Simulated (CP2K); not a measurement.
Crystal: CaF2 (Fluorite).

```xyz
3
Lattice="3.8622 0.0000 0.0000 1.9311 3.3448 0.0000 1.9311 1.1149 3.1535" Properties=species:S:1:pos:R:3 pbc="T T T"
Ca    0.0000    0.0000    0.0000
F     5.7933    3.3448    2.3651
F     1.9311    1.1149    0.7884
```

Base run:

| Item | Value |
| --- | --- |
| Program | CP2K 2026.2 |
| Functional | PBEsol |
| Potentials or basis | POTENTIAL_UZH Ca GTH-PBE-q10, F GTH-PBE-q7; TZVP-MOLOPT-PBE-GTH basis |
| Density cutoff | 10204 eV |
| k mesh | 8 × 8 × 8 |
| Occupations | fermi-dirac, width 0.01 eV |
| Spin | no spin polarisation |

Its results: band gap on the k mesh 7.02 eV, indirect (least direct gap 7.29 eV).

Question: The run is repeated on the same cell with these changes: functional from PBEsol to TB-mBJ; density cutoff from 10204 eV to 14966 eV; cutoff of the grids from 750 Ry to 1100 Ry. What comes out?

Answer: Band gap on the k mesh 8.21 eV, indirect (least direct gap 8.46 eV).

Caveats: the basis of atomic orbitals isn't converged, which shifts pressures, moduli and gaps; this is a model potential without an energy functional, so only levels have meaning (some runs).
